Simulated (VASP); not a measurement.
# InSe: optical spectrum with LDA

Crystal: InSe.

```
In Se
1.0
     4.05000    0.00000    0.00000
    -2.02500    3.50740    0.00000
     0.00000    0.00000   16.93000
In Se
4 4
Direct
  0.66667 0.33333 0.84300
  0.33333 0.66667 0.34300
  0.66667 0.33333 0.65700
  0.33333 0.66667 0.15700
  0.66667 0.33333 0.39800
  0.33333 0.66667 0.89800
  0.66667 0.33333 0.10200
  0.33333 0.66667 0.60200
```

| Property | Result |
| --- | --- |
| Program | VASP 6.6.1 |
| Task | optical spectrum |
| Functional | LDA |
| Potentials or basis | VASP PAW LDA potentials, release 64 (In_d, Se) |
| Cutoff | 520 eV |
| k mesh | 6 × 6 × 2 |
| Occupations | gaussian, width 0.02 eV |
| Spin | no spin polarisation |
| Further INCAR settings | ALGO = Fast; EDIFF = 1e-06; NBANDS = 86 |

| Quantity | Value |
| --- | --- |
| Pressure | 3.6 GPa |
| Largest force | 2.616 eV/Å |
| Band gap on the k mesh | none (metal or under the smearing width) |

Forces on the atoms (eV/Å):
```
In   0.000  0.000 -2.616
In   0.000  0.000 -2.616
In   0.000  0.000  2.616
In   0.000  0.000  2.616
Se   0.000  0.000  1.657
Se   0.000  0.000  1.657
Se   0.000  0.000 -1.657
Se   0.000  0.000 -1.657
```

Stress tensor (GPa, compression positive):
```
 5.92  0.00  0.00
 0.00  5.92  0.00
 0.00  0.00 -1.19
```

Levels at points of the mesh, in eV from the Fermi level:
| k point | band 34 | band 35 | band 36 | band 37 | band 38 | band 39 | band 40 | band 41 | band 42 | band 43 |
| --- | --- | --- | --- | --- | --- | --- | --- | --- | --- | --- |
| (0.00, 0.00, 0.00) | -2.16 | -2.10 | -2.10 | -1.41 | -0.52 | -0.05 | 0.32 | 1.15 | 1.50 | 3.74 |
| (0.50, 0.00, 0.00) | -3.16 | -2.90 | -2.51 | -1.50 | -0.98 | 0.83 | 1.01 | 1.27 | 1.35 | 2.94 |
| (0.00, 0.00, 0.50) | -2.12 | -2.12 | -2.12 | -1.02 | -1.02 | 0.21 | 0.21 | 1.33 | 1.33 | 3.80 |
| (0.50, 0.00, 0.50) | -3.26 | -2.65 | -2.65 | -1.25 | -1.25 | 1.08 | 1.08 | 1.17 | 1.17 | 2.91 |

Dielectric function (mean over the directions given):
```
energy (eV)  real part  imaginary part
       0.32       9.99            0.08
       1.28       9.60            0.84
       2.31      13.65            6.44
       3.35      10.23            7.52
       4.39       9.71           19.31
       5.43       1.40            4.03
       6.46      -3.17            8.91
       7.50      -2.26            4.44
       8.54      -1.90            2.39
       9.57      -1.19            2.19
      10.61      -1.09            1.22
      11.65      -0.57            0.99
      12.69      -0.45            0.73
      13.72      -0.26            0.43
      14.76       0.04            0.45
      15.80       0.28            0.42
      16.83       0.20            0.44
      17.87       0.35            0.31
      18.91       0.32            0.41
      19.95       0.30            0.29
```

It took 4.1 min on 1 thread of AMD EPYC 9R45 96-Core Processor (Zen 5) (shared host), peak memory 0.55 GiB.

Caveat: spectra need much finer meshes, so this one isn't converged; independent-particle spectra lack excitons; the intraband (Drude) part of a metal's response may be missing; forces of over 1 eV/Å show positions far from the minimum, so gaps and moduli don't describe the material at rest.
